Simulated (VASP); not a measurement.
Input of a VASP 6.6.1 run:

File POSCAR:

```
Sn
1.0
   -2.7936296998      2.7936296998      1.4984588460
    2.7936296998     -2.7936296998      1.4984588460
    2.7936296998      2.7936296998     -1.4984588460
  Sn
     2
Direct
     0.0000000000000000    0.0000000000000000    0.0000000000000000
     0.7500000000000000    0.2500000000000000    0.5000000000000000
```

INCAR.step1

```
ALGO = Normal
EDIFF = 1E-8
EDIFFG = -0.002
ENCUT = 600
GGA = PS
IBRION = 2
ISIF = 3
ISMEAR = 0
LASPH = True
LCHARG = False
LREAL = False
LWAVE = False
NELM = 80
NSW = 40
PREC = Accurate
PSTRESS = 109.0
SIGMA = 0.03
```

File INCAR.step2:

```
ALGO = Normal
EDIFF = 1E-8
ENCUT = 600
GGA = PS
IBRION = 6
ISIF = 2
ISMEAR = 0
LASPH = True
LCHARG = False
LREAL = False
LWAVE = False
NELM = 80
NFREE = 2
NSW = 1
POTIM = 0.015
PREC = Accurate
PSTRESS = 109.0
SIGMA = 0.03
```

KPOINTS

```
k-points
0
Gamma
  12 12 12
```

Potentials or basis: VASP PAW PBE potentials, release 64 (Sn_d).

Launch:

```sh
$ cat potpaw_PBE.64/Sn_d/POTCAR > POTCAR
$ cp INCAR.step1 INCAR
$ mpirun -np 1 vasp_std > vasp.out
$ cp CONTCAR POSCAR
$ cp INCAR.step2 INCAR
$ mpirun -np 1 vasp_std > vasp.out
```

Task: Predict the highest phonon frequency at Γ.

Result: 175 cm⁻¹.

The path:
| step | energy change (eV) | largest force (eV/Å) | pressure (GPa) | volume (Å³) |
| --- | --- | --- | --- | --- |
| 1 | 0.0000 | 0.0000 | 10.90 | 46.78 |
| 2 | -0.0003 | 0.0000 | 10.90 | 46.78 |

Caveat: the PAW data sets were made with another functional, which shifts forces and pressure a little.
